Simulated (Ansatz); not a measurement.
**Moving the fixed moment of the cell in Ni3Al**

```
Ni Al
1.0
     3.52305    0.00000    0.00000
     0.00000    3.52305    0.00000
     0.00000    0.00000    3.52305
Ni Al
3 1
Direct
  0.50000 0.50000 0.00000
  0.50000 0.00000 0.50000
  0.00000 0.50000 0.50000
  0.00000 0.00000 0.00000
```

The cell is a database's computed one, not the measured one.

Kept alike: task single point; functional PBEsol; k mesh 6 × 6 × 6; occupations fermi-dirac, width 0.05 eV. Program: Ansatz, Ansatz PAW, cutoff 420 eV. The mesh is that of the run's cell of 4 atoms. No spin-orbit coupling.

| fixed moment of cell, M (μB) | pressure (GPa) | largest site moment (μB) | free energy over the lowest row (meV/atom) |
| --- | --- | --- | --- |
| 0 | -0.78 | 0.00 | 1.55 |
| 0.8 | -0.53 | 0.29 | 0.00 |
| 1.5 | 0.75 | 0.49 | 46.69 |
| 2.2 | 2.90 | 0.69 | 127.64 |
| 3 | 6.37 | 0.91 | 275.36 |
| 3.8 | 10.49 | 1.11 | 497.94 |
| 4.5 | 14.55 | 1.26 | 766.47 |
| 6 | 29.13 | 1.61 | 1602.49 |

Pressure is positive in compression, with a Pulay correction for the finite cutoff. For a metal such a mesh leaves the last digits unconverged. The runs hold the magnetic state that their start led to, which needn't be the lowest. Site moments count inside each atom's sphere or projector. All rows use potentials made for PBE.

The pressure rises from -0.78 to 29.13 GPa between 0 and 6 μB. The largest site moment rises from 0.00 to 1.61 μB between 0 and 6 μB. The free energy is lowest at 0.8, and 1602.49 meV an atom higher at 6.

The scan fits a weak itinerant ferromagnet: the energy is nearly flat between 0 and 0.8 μB, where the rows differ by only 1.55 meV/atom, and climbs steeply beyond. Exchange gains little over the band energy at small moments. The nickel d band is nearly full, so larger moments probably exhaust its majority holes and force electrons into higher, antibonding and sp-like majority states. That costs kinetic energy, which expansion would relieve by narrowing the bands, hence the pressure rising at every step. The cell would thus contract at 0.8 μB but expand at 1.5 μB, the usual positive magnetovolume coupling.

The lowest row lies well above the small ordered moment known from experiment. The coarse spacing of moments may account for part of this, but semilocal functionals are known to overestimate the moment here because they omit the spin fluctuations that weaken magnetism near a quantum critical point. The shallow minimum therefore supports closeness to a magnetic instability, not a precise equilibrium moment or an ordering temperature.
